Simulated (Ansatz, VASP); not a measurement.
**H9C7 (C wire along [111], 14 atoms a period, H-terminated) in two plane-wave programs**

One calculation is typed for both programs; each brings its own data sets. How far apart do they land? The cell is taken from a series of runs on this material, whose earlier steps may have relaxed, scaled, displaced or heated it; both programs get it as it stands.

Main program and level: Ansatz 0.2.0; plane waves, with VASP 6.6.1 beside it; single point at HSE06.

## Step 1: Set-up

The cell holds 32 atoms: 14 C and 18 H. Its edges and angles: a = 11.153 Å, b = 11.827 Å, c = 6.362 Å, α = 90.0°, β = 90.0°, γ = 90.0°. Vacuum lies along a and b. The structure's axis is c.

## Step 2: Ansatz: single point, HSE06

Ansatz runs on its PAW soft_1 files.

A single point gives forces, pressure and levels at one fixed geometry, so differences don't come from the geometry; what else differs is listed under the comparison.

Contents of input.yaml:

```yaml
crystal:
  lattice:
    - [11.153, 0.0, 0.0]
    - [0.0, 11.827, 0.0]
    - [0.0, 0.0, 6.3617675817]
  atoms:
    - { symbol: C, position: [0.388254397, 0.439154561, 0.007050078] }
    - { symbol: C, position: [0.611774613, 0.439154561, 0.007050078] }
    - { symbol: C, position: [0.388333707, 0.439194397, 0.24839435] }
    - { symbol: C, position: [0.500014505, 0.621608421, 0.248400948] }
    - { symbol: C, position: [0.611695303, 0.439194397, 0.24839435] }
    - { symbol: H, position: [0.307209544, 0.604963872, 0.278673487] }
    - { symbol: H, position: [0.500014505, 0.290057266, 0.278666604] }
    - { symbol: H, position: [0.692819466, 0.604963872, 0.278673487] }
    - { symbol: H, position: [0.307209544, 0.395036128, 0.304659846] }
    - { symbol: H, position: [0.500014505, 0.709942734, 0.304666729] }
    - { symbol: H, position: [0.692819466, 0.395036128, 0.304659846] }
    - { symbol: C, position: [0.388333707, 0.560805603, 0.334938983] }
    - { symbol: C, position: [0.500014505, 0.378391579, 0.334932385] }
    - { symbol: C, position: [0.611695303, 0.560805603, 0.334938983] }
    - { symbol: C, position: [0.388254397, 0.560845439, 0.576283256] }
    - { symbol: C, position: [0.500014505, 0.378306548, 0.576279582] }
    - { symbol: C, position: [0.611774613, 0.560845439, 0.576283256] }
    - { symbol: H, position: [0.305779065, 0.519439907, 0.632052021] }
    - { symbol: H, position: [0.385035104, 0.648902174, 0.632063692] }
    - { symbol: H, position: [0.420753969, 0.331651291, 0.632054978] }
    - { symbol: H, position: [0.579275041, 0.331651291, 0.632054978] }
    - { symbol: H, position: [0.614993906, 0.648902174, 0.632063692] }
    - { symbol: H, position: [0.694249945, 0.519439907, 0.632052021] }
    - { symbol: C, position: [0.500014505, 0.500000864, 0.666790904] }
    - { symbol: C, position: [0.500014505, 0.499999136, 0.916542429] }
    - { symbol: H, position: [0.305779065, 0.480560093, 0.951281312] }
    - { symbol: H, position: [0.385035104, 0.351097826, 0.951269641] }
    - { symbol: H, position: [0.420753969, 0.668348709, 0.951278355] }
    - { symbol: H, position: [0.579275041, 0.668348709, 0.951278355] }
    - { symbol: H, position: [0.614993906, 0.351097826, 0.951269641] }
    - { symbol: H, position: [0.694249945, 0.480560093, 0.951281312] }
    - { symbol: C, position: [0.500014505, 0.621693452, 0.007053752] }
kpoints:
  mp_grid: { grid: [1, 1, 5] }
scf:
  occupations: { method: fermi_dirac, width: 0.05 }
hamiltonian:
  xc: hse06
  pseudopotentials: { kind: paw, azcp: { folder: soft_1 } }
```

The run is started by

```
$ ansatz run input.yaml --threads 4 --pin off --max-ram 16384MiB --backend cpu --events-out ev --progress --plain --runs-dir out
```

Numbers of over 12 decimals in the logs are rounded to 6 here.

The program printed:

```text
Engine: ansatz 0.2.0, x86_64-unknown-linux-gnu
Pseudopotentials: kind: paw
Pseudopotential: C, paw, valence charge 4, recommended cutoff 420 eV (normal), soft_1/C.paw.azcp
Pseudopotential: H, paw, valence charge 1, recommended cutoff 420 eV (normal), soft_1/H.paw.azcp
Functional definition: HSE06
  parameter a = 0.25
  parameter omega = 0.11/bohr
  exchange = pbe_x - a*pbe_x_sr(omega) + a*exact_x_sr(omega)
  correlation = pbe_c
Crystal: 32 atoms, lattice volume = 839.159 Å³
Basis set: ecut = 420 eV, 16423 PW (Γ)
Bands: 69, of which v1, the nominal top of the filled ones, is band 37 counted from 1 (36 counted from 0)
Symmetry: 4 space group operations
Space group: P2/m (ITA 10), of the structure as read, at distance tolerance 9.4e-5 Å
k-points: 3 of 5
Non-local potential: C, projectors of the file, l = 0: 2, l = 1: 2, l = 2: 1
Non-local potential: H, projectors of the file, l = 0: 2, l = 1: 1
PAW form: soft (Blöchl's): semilocal exchange-correlation on the pseudo side does not see the compensation charge
PAW frozen core: C, regenerated for the run's functional, and the local potential with it (the file was generated under x = pbe(κ = 0.804, μ = 0.219515), c = pbe(β = 0.066725))
PAW one-centre angular grid: C, 110 points (default); XC on 64 Gauss nodes
PAW one-centre angular grid: H, 110 points (default); XC on 64 Gauss nodes
Initial density: superposition of atomic densities (neutral atoms: chi_scale 0, normalization atom)
Initial wavefunctions: pseudopotential atomic-orbital guess
Functional: x = pbe(κ = 0.804, μ = 0.219515), c = pbe(β = 0.066725), warm-up for x = pbe(κ = 0.804, μ = 0.219515) + 0.25 (exact − pbe) at short range (hse, ω = 0.207870 Å⁻¹), c = pbe(β = 0.066725); HSE06 as pw.x's `hse` composes it (authors' and Libxc's form: `xc: wpbeh`)
iter 1 solved again at ethr=6.12e-2 eV; its pass at ethr=1.00e-1 eV (dr2=4.53e1 eV) is discarded
SCF iter   1: F=—  HF=-3818.409619 eV  |F-HF|=—  |Δ(HF+E_count)|=         —  Δρ=6.70e-2  dr2=4.54e1  ethr=6.12e-2  ⟨swp⟩=2.3  Hψ=1214  notcnv=0
preconditioner: auto → none  [insulator: Δε(μ)=8.737 eV  Ē_g=16.929 eV  σ=0.050 eV  W_gap=1.00  n_scr=78 (ndim 8)  ℏωp=11.0 eV  f_vac=0.644  D(μ)=0.00/eV (n_scr^D=0)]
SCF iter   2: F=—  HF=-3804.407288 eV  |F-HF|=—  |Δ(HF+E_count)|=    1.40e1  Δρ=3.07e-2  dr2=6.68e0  ethr=6.12e-2  ⟨swp⟩=7.0  Hψ=736  notcnv=0  defer=1
SCF iter   3: F=—  HF=-3802.786355 eV  |F-HF|=—  |Δ(HF+E_count)|=    1.62e0  Δρ=1.28e-2  dr2=1.23e0  ethr=9.03e-3  ⟨swp⟩=6.0  Hψ=628  notcnv=0  defer=1
SCF iter   4: F=—  HF=-3802.485529 eV  |F-HF|=—  |Δ(HF+E_count)|=   3.01e-1  Δρ=4.38e-3  dr2=1.26e-1  ethr=1.67e-3  ⟨swp⟩=6.3  Hψ=615  notcnv=0  defer=1
iter 5 solved again at ethr=4.48e-6 eV; its pass at ethr=1.71e-4 eV (dr2=3.32e-3 eV) is discarded
SCF iter   5: F=—  HF=-3802.453181 eV  |F-HF|=—  |Δ(HF+E_count)|=   3.23e-2  Δρ=8.16e-4  dr2=3.10e-3  ethr=4.48e-6  ⟨swp⟩=3.0  Hψ=968  notcnv=0
SCF iter   6: F=-3802.453705 eV  HF=-3802.453635 eV  |F-HF|=6.99e-5  |Δ(HF+E_count)|=   4.55e-4  Δρ=2.29e-4  dr2=2.55e-4  ethr=4.19e-6  ⟨swp⟩=3.0  Hψ=332  notcnv=0
SCF 1 stopped early in 6 iterations: F = -3802.453705 eV  dr2 = 2.55e-4
  greatest PAW one-centre occupation: 0.653 electrons in one spin orbital (limit 2), on the C atom at site 31 (counted from 0), in its partial waves of l = 0
Initial density: handed on by an earlier stage of this run
Initial wavefunctions: those handed on with the density
Functional: x = pbe(κ = 0.804, μ = 0.219515) + 0.25 (exact − pbe) at short range (hse, ω = 0.207870 Å⁻¹), c = pbe(β = 0.066725); HSE06 as pw.x's `hse` composes it (authors' and Libxc's form: `xc: wpbeh`)
Exchange kernel: α = 0.2500, screened, ω = 0.2079 Å⁻¹, Wigner–Seitz truncation, v(0) = 989.9842 eV·Å³, q-mesh 1×1×5, nearest image of the exchange supercell L = 11.15 Å, pair-density grid 75×80×45, without the augmentation charges, whose exchange is taken in its separable form by FFT convolution over the k-point mesh (the finest that the files' search goes to), smooth part of the exact exchange by density-matrix convolution
Frozen-core exchange: fock
SCF iter   1: F=—  HF=-3803.965463 eV  |F-HF|=—  |Δ(HF+E_count)|=         —  Δρ=3.21e-3  dr2=3.78e-2  ethr=3.45e-6  ⟨swp⟩=18.0  Hψ=1402  notcnv=1
preconditioner: auto → none  [insulator: Δε(μ)=5.708 eV  Ē_g=15.670 eV  σ=0.050 eV  W_gap=1.00  n_scr=78 (ndim 8)  ℏωp=11.0 eV  f_vac=0.704  D(μ)=0.00/eV (n_scr^D=0)]
SCF iter   2: F=—  HF=-3803.951335 eV  |F-HF|=—  |Δ(HF+E_count)|=   1.41e-2  Δρ=1.11e-3  dr2=5.31e-3  ethr=3.45e-6  ⟨swp⟩=4.0  Hψ=466  notcnv=0
SCF iter   3: F=—  HF=-3803.963883 eV  |F-HF|=—  |Δ(HF+E_count)|=   1.25e-2  Δρ=2.08e-4  dr2=3.99e-4  ethr=3.45e-6  ⟨swp⟩=6.3  Hψ=472  notcnv=0  defer=2
SCF iter   4: F=—  HF=-3803.963818 eV  |F-HF|=—  |Δ(HF+E_count)|=   6.48e-5  Δρ=9.99e-5  dr2=2.03e-4  ethr=5.18e-7  ⟨swp⟩=4.0  Hψ=437  notcnv=0
SCF iter   5: F=-3803.963754 eV  HF=-3803.963754 eV  |F-HF|=1.85e-7  |Δ(HF+E_count)|=   6.38e-5  Δρ=1.94e-5  dr2=1.36e-5  ethr=2.52e-7  ⟨swp⟩=3.0  Hψ=378  notcnv=0
SCF 2 stopped early in 5 iterations: F = -3803.963754 eV  dr2 = 1.36e-5
  greatest PAW one-centre occupation: 0.656 electrons in one spin orbital (limit 2), on the C atom at site 31 (counted from 0), in its partial waves of l = 0
hybrid outer 1: dexx = +1.617e-2 eV, tail = 8.93e-5 eV
Exchange kernel: α = 0.2500, screened, ω = 0.2079 Å⁻¹, Wigner–Seitz truncation, v(0) = 989.9842 eV·Å³, q-mesh 1×1×5, nearest image of the exchange supercell L = 11.15 Å, pair-density grid 75×80×45, without the augmentation charges, whose exchange is taken in its separable form by FFT convolution over the k-point mesh (the finest that the files' search goes to), smooth part of the exact exchange by density-matrix convolution
Frozen-core exchange: fock
SCF iter   1: F=—  HF=-3803.964144 eV  |F-HF|=—  |Δ(HF+E_count)|=         —  Δρ=4.12e-5  dr2=1.40e-5  ethr=6.03e-7  ⟨swp⟩=10.0  Hψ=790  notcnv=0
preconditioner: auto → none  [insulator: Δε(μ)=5.714 eV  Ē_g=15.663 eV  σ=0.050 eV  W_gap=1.00  n_scr=78 (ndim 8)  ℏωp=11.0 eV  f_vac=0.707  D(μ)=0.00/eV (n_scr^D=0)]
iter 2 solved again at ethr=3.37e-10 eV; its pass at ethr=1.83e-8 eV (dr2=2.49e-7 eV) is discarded
SCF iter   2: F=—  HF=-3803.964140 eV  |F-HF|=—  |Δ(HF+E_count)|=   4.28e-6  Δρ=8.05e-6  dr2=4.15e-7  ethr=3.37e-10  ⟨swp⟩=4.3  Hψ=822  notcnv=0  defer=1
SCF iter   3: F=—  HF=-3803.964142 eV  |F-HF|=—  |Δ(HF+E_count)|=   2.01e-6  Δρ=4.96e-6  dr2=1.52e-7  ethr=3.21e-10  ⟨swp⟩=6.7  Hψ=571  notcnv=0  defer=7
SCF iter   4: F=-3803.964142 eV  HF=-3803.964142 eV  |F-HF|=9.19e-10  |Δ(HF+E_count)|=   4.55e-8  Δρ=8.02e-7  dr2=6.40e-9  ethr=2.00e-10  ⟨swp⟩=3.7  Hψ=414  notcnv=0  defer=6
SCF 3 converged in 4 iterations: F = -3803.964142 eV  dr2 = 6.40e-9
  greatest PAW one-centre occupation: 0.656 electrons in one spin orbital (limit 2), on the C atom at site 16 (counted from 0), in its partial waves of l = 0
hybrid outer 2: dexx = +2.715e-6 eV, tail = 4.05e-8 eV, Δε = 3.23e-3 eV (about 7.62e-5 eV left of the loop's levels)
hybrid SCF converged: 2 outer / 9 inner (+6 warm-up), last move |dexx| = 2.72e-6 eV, tail = 4.05e-8 eV
Stability not checked: this state was not tested for a lower state beside it, because the functional holds exact exchange (a hybrid, or Hartree-Fock), whose exchange loop this test does not read (fock_operator; see scf.lower_state_search)
Free energy (F): -3803.964142 eV
Frozen-core exchange: fock
Harris-Foulkes:  -3803.964142 eV  (|F-HF|=9.19e-10)
Internal energy: -3803.964142 eV  (E = F + TS)
E sigma→0 (E₀):  -3803.964142 eV
Fermi energy:    -1.854481 eV
--- Per-component energies (eV) ---
  E_band       = -819.231542
  E_kinetic    = 1496.619651
  E_local      = -15913.462900  (includes V_loc(G=0)·N_el)
  E_nonlocal   = 326.074027
  E_hartree    = 7263.212299
  E_xc         = -669.878935
  E_vxc        = -824.989102  (∫ρ·V_xc dr)
  E_exx        = -161.637817  (= α·E_x^exact, valence–valence)
  E_paw        = -1407.126003  (= ΣΔE_a)
  E_vpaw       = -106.598256  (= ΣTr[D̂ρ^β])
  E_aug_tail   = -0.019413  (compensation charges beyond the density's cutoff)
  E_ewald      = 5262.496004
  E_core_change = -0.241055  (= ΣΔE_core)
  E_smearing   = -0.000000  (= −TS)
  E_closure    = 0.000000  (closes the sum)
  Σ components = -3803.964142   (vs F -3803.964142, Δ=-4.55e-13)
--- Band table (eV) ---
  k-point 0: bands = [... 33 lower, -6.2910, -4.9686, -4.9683, -4.7094, 1.0075]
  k-point 1: bands = [... 33 lower, -6.0649, -5.0121, -5.0118, -4.9420, 1.1232]
  k-point 2: bands = [... 33 lower, -5.5677, -5.5675, -5.1968, -5.1965, 1.4916]
  guard bands above this table: 31 of the run's 69 bands. The solve was not asked for them (output.publish_guard_bands: true or output.eigenvalues: true publishes all)
```

Reading the cycles: dr2 is the Hartree energy of the density residual (eV), the measure of convergence; HF is the Harris–Foulkes estimate of the energy, which meets the free energy F at convergence.

## Step 3: VASP: single point, HSE06

The same cell, functional, mesh and smearing now go to VASP, with its own data sets.

Lines of VASP's logs that name or quote its potential files are left out, and so is its time.

The run reads the wave functions of an earlier VASP run, which isn't shown here.

Contents of INCAR:

```
SYSTEM = H9C7
PREC = Accurate
ENCUT = 520
EDIFF = 1E-06
NELM = 100
ISMEAR = -1
SIGMA = 0.05
LREAL = Auto
ALGO = Normal
LHFCALC = .TRUE.
AEXX = 0.25
GGA = PE
HFSCREEN = 0.208
LASPH = .TRUE.
NBANDS = 59
PRECFOCK = Fast
LORBIT = 11
LWAVE = .FALSE.
LCHARG = .FALSE.
ISIF = 2
```

Contents of POSCAR:

```
H9C7
1.0
   11.1530000000      0.0000000000      0.0000000000
    0.0000000000     11.8270000000      0.0000000000
    0.0000000000      0.0000000000      6.3617675817
C H
14 18
Direct
    0.3882543970      0.4391545610      0.0070500780
    0.6117746130      0.4391545610      0.0070500780
    0.3883337070      0.4391943970      0.2483943500
    0.5000145050      0.6216084210      0.2484009480
    0.6116953030      0.4391943970      0.2483943500
    0.3883337070      0.5608056030      0.3349389830
    0.5000145050      0.3783915790      0.3349323850
    0.6116953030      0.5608056030      0.3349389830
    0.3882543970      0.5608454390      0.5762832560
    0.5000145050      0.3783065480      0.5762795820
    0.6117746130      0.5608454390      0.5762832560
    0.5000145050      0.5000008640      0.6667909040
    0.5000145050      0.4999991360      0.9165424290
    0.5000145050      0.6216934520      0.0070537520
    0.3072095440      0.6049638720      0.2786734870
    0.5000145050      0.2900572660      0.2786666040
    0.6928194660      0.6049638720      0.2786734870
    0.3072095440      0.3950361280      0.3046598460
    0.5000145050      0.7099427340      0.3046667290
    0.6928194660      0.3950361280      0.3046598460
    0.3057790650      0.5194399070      0.6320520210
    0.3850351040      0.6489021740      0.6320636920
    0.4207539690      0.3316512910      0.6320549780
    0.5792750410      0.3316512910      0.6320549780
    0.6149939060      0.6489021740      0.6320636920
    0.6942499450      0.5194399070      0.6320520210
    0.3057790650      0.4805600930      0.9512813120
    0.3850351040      0.3510978260      0.9512696410
    0.4207539690      0.6683487090      0.9512783550
    0.5792750410      0.6683487090      0.9512783550
    0.6149939060      0.3510978260      0.9512696410
    0.6942499450      0.4805600930      0.9512813120
```

Contents of KPOINTS:

```
Automatic mesh
0
Gamma
1 1 5
0 0 0
```

The projector-augmented-wave data sets are C and H (PBE family, release 64).

The run is started by

```
$ export OMP_NUM_THREADS=3
$ mpirun -np 1 vasp_std
```

The program printed:

```text
[banner, memory and clock lines left out]
running    1 mpi-ranks, on    1 nodes
[...]
Offloading initialized ...    1 GPUs detected
[...]
LDA part: xc-table for (Slater+PW92), standard interpolation
 found WAVECAR, reading the header
 POSCAR, INCAR and KPOINTS ok, starting setup
[...]
reading WAVECAR
 the WAVECAR file was read successfully
 initial charge from wavefunction
 entering main loop
       N       E                     dE             d eps       ncg     rms          rms(c)
DAV:   1    -0.223143989027E+03   -0.22314E+03   -0.20360E+00   436   0.597E+00    0.179E+00
DAV:   2    -0.223152092743E+03   -0.81037E-02   -0.47752E-02   460   0.741E-01    0.124E+00
DAV:   3    -0.223148197260E+03    0.38955E-02   -0.45047E-03   449   0.250E-01    0.683E-01
DAV:   4    -0.223146878983E+03    0.13183E-02   -0.90800E-04   460   0.122E-01    0.369E-01
[...]
DAV:  39    -0.223146393414E+03   -0.12038E-05   -0.31055E-09   300   0.152E-04    0.227E-04
DAV:  40    -0.223146394456E+03   -0.10419E-05   -0.25261E-09   316   0.139E-04    0.204E-04
DAV:  41    -0.223146395356E+03   -0.89975E-06   -0.21615E-09   308   0.128E-04
   1 F= -.22314640E+03 E0= -.22314640E+03  d E =-.296124E-10
```

OUTCAR, selected parts (step 3):

```text
  Total       -4.7095345     -4.6234158     -4.8520621      0.0000000     -0.0019608      0.0000000
  in kB       -8.9917551     -8.8273316     -9.2638781      0.0000000     -0.0037438      0.0000000
  external PRESSURE =      -9.0276549 kB  Pullay stress =       0.0000000 kB

 POSITION                                       TOTAL-FORCE (eV/Angst)
 -----------------------------------------------------------------------------------
      4.33020      5.19388      0.04485         0.021416      0.013953      0.001564
      6.82312      5.19388      0.04485        -0.021416      0.013953      0.001564
      4.33109      5.19435      1.58023         0.049200      0.024164      0.037076
      5.57666      7.35176      1.58027         0.000000     -0.047735      0.045464
      6.82224      5.19435      1.58023        -0.049200      0.024164      0.037076
      4.33109      6.63265      2.13080         0.049200     -0.024164     -0.037076
      5.57666      4.47524      2.13076         0.000000      0.047735     -0.045464
      6.82224      6.63265      2.13080        -0.049200     -0.024164     -0.037076
      4.33020      6.63312      3.66618         0.021416     -0.013953     -0.001564
      5.57666      4.47423      3.66616         0.000000      0.030069      0.006245
      6.82312      6.63312      3.66618        -0.021416     -0.013953     -0.001564
      5.57666      5.91351      4.24197         0.000000     -0.000626     -0.009368
      5.57666      5.91349      5.83083         0.000000      0.000626      0.009368
      5.57666      7.35277      0.04487         0.000000     -0.030069     -0.006245
[...]
-----------------------------------------------------------------------------------
    total drift:                                0.000001      0.000006      0.000161

  FREE ENERGIE OF THE ION-ELECTRON SYSTEM (eV)
  ---------------------------------------------------
  free  energy   TOTEN  =      -223.1463953560 eV

  energy  without entropy=     -223.1463953560  energy(sigma->0) =     -223.14639536

[... 3 further parts left out ...]
[key lines of the parts left out:]
E-fermi :  -3.9205
```

## Step 4: Differences

Known differences besides the potentials themselves: exact exchange at q = 0 is treated differently, which shows on coarse meshes; VASP keeps PBE cores, Ansatz makes them for the functional; the cutoff is 420 eV in Ansatz and 520 eV in VASP (PREC = Accurate, projectors in real space); VASP takes a coarser grid for exact exchange (PRECFOCK = Fast). Total energies have different zeros and are not compared.

Compared:

```
              quantity  Ansatz   VASP  difference
gap on the k mesh (eV)   5.717  5.703      +0.014
```

A gap on the mesh is an upper bound, since the band edges may lie between its points.

## Step 5: Results

```json
{
 "difference in gap on the k mesh (single point, HSE06)": "0.014 eV"
}
```

**Reading.** The difference in gap on the k mesh is 0.014 eV (single point, HSE06), within the 0.08 eV picked in this series as the mark of a large difference. Such differences can come from data sets, numerical settings and the points named under the comparisons, not from the functional's error against experiment.

[Lines on the potential files, build, host, timing and source positions are cut from VASP's logs without a mark.]

[Logs are printed without paths, hosts, clocks, repeated set-up lines and the standing remarks that a program may print on its own settings, such as how far it seeks lower states.]

[Hosts, paths, dates, database ids (printed as entryN), source tags and the programs' standing remarks are cut or masked in the printed files.]
